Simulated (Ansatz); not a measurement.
Structures of TiAl$_{3}$: which is lowest?

Plane-wave DFT in Ansatz with scalar-relativistic PAW potentials, cutoff 420 eV, Γ-centred meshes chosen by cell and gap, Gaussian smearing with energies taken to zero width. Every cell was relaxed (cell and atoms) in a run of its own, within the symmetry of its start. Functional: PBE.

Relaxed structures (starts from databases or built by putting these elements on another compound's sites):
A. Pm-3m, 4 atoms in the computed cell, a = 3.980 Å; sites (symmetry × multiplicity) Ti m-3m × 1, Al 4/mm.m × 3; start: database
B. I4/mmm, 8 atoms in the computed cell, a = 3.899 Å, c = 16.668 Å; sites (symmetry × multiplicity) Ti 4mm × 4, Al -4m2 × 4 + 4mm × 4 + mmm. × 4; start: built
C. P6_3/mmc, 8 atoms in the computed cell, a = 5.577 Å, c = 4.716 Å; sites (symmetry × multiplicity) Ti -6m2 × 2, Al mm2 × 6; start: built

Question: Rank them by energy. Could pressure change the order?

Answer:
| structure | group | E − E(lowest) (meV/atom) | V (Å³/atom) | gap on mesh (eV) |
| --- | --- | --- | --- | --- |
| B | I4/mmm | 0.0 | 15.83 | 0.00 |
| A | Pm-3m | 33 | 15.76 | 0.00 |
| C | P6_3/mmc | 85 | 15.88 | 0.00 |

B is lowest, 33 meV/atom under A. The two lowest differ in volume by under 3 %, too little for a first-order estimate of what pressure does to that pair (other pairs aren't weighed here); with rigid cells even 3 % in favour of the higher one would need about 11 GPa. Other structures may lie lower than all of these, and vibrations aren't counted.